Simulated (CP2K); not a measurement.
The system is NaI.

```xyz
2
Lattice="4.5770 0.0000 0.0000 2.2885 3.9638 0.0000 2.2885 1.3213 3.7371" Properties=species:S:1:pos:R:3 pbc="T T T"
I     4.5770    2.6425    1.8685
Na    0.0000    0.0000    0.0000
```

Base run:

| Quantity | Value |
| --- | --- |
| Program | CP2K 2026.2 |
| Functional | BEEF-vdW |
| Potentials or basis | POTENTIAL_UZH I GTH-PBE-q7, Na GTH-PBE-q9; TZVP-MOLOPT-PBE-GTH basis |
| Density cutoff | 19048 eV |
| k mesh | 7 × 7 × 7 |
| Occupations | fermi-dirac, width 0.05 eV |
| Spin | no spin polarisation |

Its results: band gap on the k mesh 3.83 eV, direct; pressure 0.6 GPa.

Q: The run is repeated on the same cell with these changes: functional from BEEF-vdW to revPBE. What comes out?

A: Band gap on the k mesh 3.86 eV, direct; pressure 1.7 GPa.

Caveats: the potentials were made for another functional, which shifts forces and pressure; spin-orbit coupling is left out, which moves the levels of the heavy elements; the basis of atomic orbitals isn't converged, which shifts pressures, moduli and gaps.
